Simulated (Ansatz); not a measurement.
Gd: single point with PBE

Crystal: Gd.

```
Gd
1.0
     3.63600    0.00000    0.00000
    -1.81800    3.14887    0.00000
     0.00000    0.00000    5.78260
Gd
2
Direct
  0.66667 0.33333 0.75000
  0.33333 0.66667 0.25000
```

| Item | Value |
| --- | --- |
| Program | Ansatz 0.2.0 |
| Task | single point |
| Functional | PBE |
| Potentials or basis | Ansatz PAW |
| Cutoff | 420 eV (not typed: the program's choice for these potentials) |
| k mesh | 7 × 7 × 4 |
| Occupations | fermi-dirac, width 0.05 eV |
| Spin | collinear spin, ferromagnetic start |
| Starting moments | [10.5, 10.5] μB |
| Fixed moment | 21 μB |

```json
{
 "Pressure": "3.1 GPa",
 "Net moment": "21.00 μB per cell",
 "Absolute moment": "21.00 μB per cell",
 "Site moments": "Gd +9.20 μB"
}
```

Stress tensor (GPa, compression positive):
```
2.07 0.00 0.00
0.00 2.07 0.00
0.00 0.00 5.15
```

It took 2.1 s on 2 threads of Intel(R) Xeon(R) 6975P-C (Granite Rapids), with other jobs on the host, peak memory 0.42 GiB.

Caveat: the total moment is fixed, so each spin has its own Fermi level; the thresholds are loose for stress. The state reached can hang on the start; a lower one may exist.
